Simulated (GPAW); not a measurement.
Runs of GPAW 26.7.0 on Ta. Symmetry: P6_3/mmc, No. 194, hexagonal system. Conventional cell: a = 2.900 Å, b = 2.900 Å, c = 5.166 Å, α = 90.00°, β = 90.00°, γ = 120.00°. Ta (site symmetry -6m2) has 12 Ta at 2.90 to 3.08 Å as nearest neighbours. This isn't the form of Ta at room conditions, which is bcc.

```tsv
level	potentials or basis	older calculator (legacy_gpaw)	eigensolver	gap on the mesh (eV)	pressure (GPa)
vdW-DF2	GPAW PAW data sets (gpaw-data 1.2.1), pw	-	-	none	-
AM05	PAW data sets generated in the run's folder for this functional, pw	-	-	none	-7.7
PBEsol	PAW data sets generated in the run's folder for this functional, pw	-	-	none	-7.1
SCAN	GPAW PAW data sets (gpaw-data 1.2.1), pw	-	-	none	-7.9
LDA	the program's PAW data sets (release 1.2.1) made for this functional, pw	-	-	none	(b)
r2SCAN	GPAW PAW data sets (gpaw-data 1.2.1), pw	-	-	none	-2.6
optB88-vdW	GPAW PAW data sets (gpaw-data 1.2.1), pw	yes	-	none	-
TPSS	GPAW PAW data sets (gpaw-data 1.2.1), pw	-	davidson	none	(a)
```

Alike in all rows: task single point; no spin polarisation; cell as given; k mesh 11 × 11 × 5; cutoff (eV) 600; smearing fermi-dirac 0.05 eV.

Fill in the values left out.

(a) -4.6; (b) -12.1.

Caveats: the PAW data sets were made with another functional, which shifts forces and pressure a little (some runs).

A k mesh can miss the band edges, and the runs leave out spin-orbit coupling on Ta.

A gap of «none» marks a metal or a gap under the smearing width.

Runs at the PBE level aren't shown here.
